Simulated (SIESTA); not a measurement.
SrO:

```
CELL_PARAMETERS angstrom
0.00000 2.56630 2.56630
2.56630 0.00000 2.56630
2.56630 2.56630 0.00000
ATOMIC_POSITIONS crystal
Sr 0.50000 0.50000 0.50000
O 0.00000 0.00000 0.00000
```

Base run:

```yaml
Program: SIESTA 5.4.2
Functional: PBEsol
Potentials_or_basis: PseudoDojo 0.4 standard (PBEsol files)
Basis: DZP (energy shift 0.003 Ry; two zetas on semicore shells; d shell added on Sr)
Grid_cutoff: 800 Ry
Energy_shift: 0.003 Ry
k_mesh: 9 × 9 × 9
Occupations: fermi-dirac, width 0.05 eV
Spin: no spin polarisation
```

Its results: band gap on the k mesh 3.20 eV, indirect (least direct gap 3.30 eV); pressure 0.0 GPa.

**Question.** After a change of settings the same cell gave: band gap on the k mesh 3.26 eV, indirect (least direct gap 3.36 eV); pressure 1.1 GPa. Which change was it?
A. functional from PBEsol to BLYP; potentials or basis from PseudoDojo 0.4 standard (PBEsol files) to PseudoDojo 0.4 standard (PBE files)
B. functional from PBEsol to PW91; potentials or basis from PseudoDojo 0.4 standard (PBEsol files) to PseudoDojo 0.4 standard (PBE files)
C. functional from PBEsol to AM05
D. functional from PBEsol to WC

**Answer.** C.

Caveats: the basis of atomic orbitals isn't converged, which shifts pressures, moduli and gaps; the potentials were made for another functional, which shifts forces and pressure (some runs).

Runs at the PBE level aren't shown here.
